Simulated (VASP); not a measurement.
A run of VASP 6.6.1:

The input INCAR:

```
PREC = Accurate
ENCUT = 520
EDIFF = 1E-7
ISMEAR = -1
SIGMA = 0.05
LREAL = F
LASPH = T
NELM = 60
ALGO = Normal
ISIF = 2
LWAVE = F
LCHARG = T
GGA = PE
LELF = T
LVHAR = T
NBANDS = 18
```

The input KPOINTS:

```
Automatic mesh
0
Gamma
  9 9 5
```

The input POSCAR:

```
TaS2
1.0
    3.3500000000      0.0000000000      0.0000000000
   -1.6750000000      2.9011851027      0.0000000000
    0.0000000000      0.0000000000      5.8600000000
Ta S
1 2
Direct
    0.0041220000      0.0003100000      0.0021190000
    0.6660240000      0.3321890000      0.7485360000
    0.3246580000      0.6644960000      0.2458150000
```

Potentials or basis: VASP PAW PBE potentials, release 64 (Ta_pv, S).

Run with:

```bash
$ cat potpaw_PBE.64/Ta_pv/POTCAR potpaw_PBE.64/S/POTCAR > POTCAR
$ mpirun -np 1 vasp_std > vasp.out
```

Hardware: 1 thread of AMD EPYC 9R45 (Zen 5), on a shared host.

Task: Estimate the wall time of this run.

Result: It took 2.1 min on 1 thread of AMD EPYC 9R45 (Zen 5), on a shared host, peak memory 0.3 GiB. Counts: scf iterations 15, k points 203.
